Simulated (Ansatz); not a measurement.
All numbers below come from DFT PBE, scalar-relativistic, plane waves, PAW (Ansatz 0.2.0). All cells share a 420 eV cutoff and Γ-centred k meshes spaced at most about 0.3 Å⁻¹ (about 0.25 or finer for metals, 2π included). No spin polarisation.

These are static total energies at zero pressure.

Two relaxed structures of B₂As₃:

1.

```
B As
1.0
     4.94467   -3.08576    0.00000
     4.94467    3.08576    0.00000
     0.00000    0.00000    5.18506
B As
4 6
Direct
  0.67228 0.00215 0.57752
  0.99785 0.32772 0.57752
  0.00215 0.67228 0.07752
  0.32772 0.99785 0.07752
  0.67683 0.32317 0.37111
  0.00685 0.32634 0.97323
  0.67366 0.99315 0.97323
  0.32317 0.67683 0.87111
  0.99315 0.67366 0.47323
  0.32634 0.00685 0.47323
```

2.

```
B As
1.0
     3.42681    0.00000    0.00000
    -1.71341    2.96771    0.00000
     0.00000    0.00000   15.32296
B As
4 6
Direct
  0.66667 0.33333 0.80925
  0.00000 0.00000 0.62883
  0.33333 0.66667 0.19075
  0.00000 0.00000 0.37117
  0.66667 0.33333 0.95028
  0.00000 0.00000 0.76623
  0.33333 0.66667 0.58447
  0.33333 0.66667 0.04972
  0.00000 0.00000 0.23377
  0.66667 0.33333 0.41553
```

Question: Which is lower in energy, and by how much?

Answer: Cell 2 is lower, by 49 meV/atom. Cell 1 has space group Cmc2_1 (No. 36), 15.8 Å³/atom and no gap on its mesh; cell 2 has space group P-3m1 (No. 164), 15.6 Å³/atom and no gap. Cell 2 holds As–As nets (shortest 2.50 Å); in cell 1 the shortest As–As distance is 2.83 Å, near bonding range too. Even the lower one lies +0.26 eV/atom against the reference forms of the elements (uncorrected), so neither is stable at this level. In cell 1, around B lie 4 As at 2.05–2.17 Å; around As on a site of symmetry m lie 2 B at 2.17 Å; As on a site of symmetry 1 is surrounded by 3 B at 2.05–2.08 Å. In cell 2, B on its first site has 4 As at 2.09–2.16 Å; B on its second site has 4 As at 2.09–2.11 Å; around As on its first site lie 1 B at 2.16 Å and 3 As at 2.50 Å; 2 more sites not described. Both come from invented guesses. The lowest form computed isn't among them: it has B and As ordered on diamond sites, space group P-1 (No. 2), 15.5 Å³/atom and lies 48 meV/atom below the best shown.

No dispersion correction is applied, so the spacing and binding between layers, chains or molecules are poorly described (P-3m1), and this can change margins and order among such cells. Cells relaxed within their symmetry can be saddle points. Some types were kept out of the candidates beforehand, so the set may lack a known form.
